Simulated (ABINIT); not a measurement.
TaS2, 3 atoms in the cell. It takes space group P-3m1 (No. 164, trigonal). Conventional cell: a = 3.350 Å, b = 3.350 Å, c = 5.860 Å, α = 90.00°, β = 90.00°, γ = 120.00°. Ta (site symmetry -3m) is surrounded by 6 S at 2.43 Å. S (site symmetry 3m) is surrounded by 3 Ta at 2.43 Å. 

```yaml
Program: ABINIT 10.8.3 (patched build)
Task: band structure
Functional: PBE
Potentials_or_basis: JTH PAW PBE v2.0
Cutoff: 544 eV
k_mesh: 9 × 9 × 5
Occupations: fermi-dirac, width 0.05 eV
Spin: no spin polarisation
Fine-grid_cutoff: 1088.46 eV
Exchange_and_correlation_inside_the_PAW_spheres: full angular mesh (pawxcdev 0, this build's default; the released program takes 1)
```

Potentials or basis: JTH PAW PBE v2.0.

Command:

```console
$ abinit run.abi > log 2>&1
```

Hardware: 1 thread of Arm Neoverse V2, on a shared host.

**Question.** How long does it take, and how much memory?

**Answer.** Run time: 2 min on 1 thread of Arm Neoverse V2, with other jobs on the host, peak memory 0.16 GiB. Counts: scf iterations 14, k points 50, bands 17, plane waves 1655.
